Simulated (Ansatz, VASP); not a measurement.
Two plane-wave programs on WS

INCAR

```
  PREC = Accurate
  ENCUT = 600
  EDIFF = 1E-7
  ISMEAR = 0
  SIGMA = 0.1
  LREAL = F
  LASPH = T
  NELM = 100
  ALGO = Normal
  ISIF = 3
  LWAVE = F
  LCHARG = F
  GGA = PE
  IBRION = 2
  NSW = 100
  EDIFFG = -0.05
```

Contents of KPOINTS:

```
regular mesh
0
Gamma
  8 8 8
```

The input POSCAR:

```
WS
1.0
    0.0000000000      2.3861270888      2.3861270888
    2.3861270888      0.0000000000      2.3861270888
    2.3861270888      2.3861270888      0.0000000000
W S
1 1
Direct
    0.0000000000      0.0000000000      0.0000000000
    0.5000000000      0.5000000000      0.5000000000
```

Input for Ansatz:

```yaml
crystal:
  lattice:
    - [0.0, 2.3861270888, 2.3861270888]
    - [2.3861270888, 0.0, 2.3861270888]
    - [2.3861270888, 2.3861270888, 0.0]
  atoms:
    - { symbol: W, position: [0.0, 0.0, 0.0] }
    - { symbol: S, position: [0.5, 0.5, 0.5] }
basis:
  ecutwfc: 420
kpoints:
  mp_grid: { grid: [8, 8, 8] }
hamiltonian:
  xc: pbe
scf:
  occupations: { method: gaussian, width: 0.1 }
output:
  forces: true
  stress: true
  eigenvalues: true
relax:
  adjacent_minimum: "off"
  f_tol: 0.05
  max_steps: 80
  cell: { stress_tol: 0.5 }
```

The cell was built by a generator and needn't be a form met in nature.

Alike in both runs: task relaxation of cell and atoms; functional PBE; k mesh 8 × 8 × 8; occupations gaussian, width 0.1 eV; no spin polarisation.

|  | VASP | Ansatz |
| --- | --- | --- |
| version | VASP 6.6.1 | Ansatz 0.2.0 |
| potentials or method | VASP PAW PBE potentials, release 64 (W_sv, S) | scalar-relativistic, plane waves, PAW |
| plane-wave cutoff (eV) | 600 | 420 |
| valence electrons in the cell | 20 | 20 |

Ansatz gave:

| Item | Value |
| --- | --- |
| gap on the k mesh at the Fermi level, each at its own relaxed structure (eV) | none |
| relaxed volume (Å³/atom) | 15.20 |
| relaxed cell length with the largest relative difference (Å) | 3.503 |
| energy change over the relaxation (meV/atom) | -125 |

Task: What did VASP give for the same quantities?

Result: gap on the k mesh at the Fermi level, each at its own relaxed structure (eV): none; relaxed volume (Å³/atom): 15.23; relaxed cell length with the largest relative difference (Å): 3.505; energy change over the relaxation (meV/atom): -129.

A gap of «none» marks a metal or a gap that the smearing closes.

 Spin-orbit coupling is left out, which matters for the levels of W.
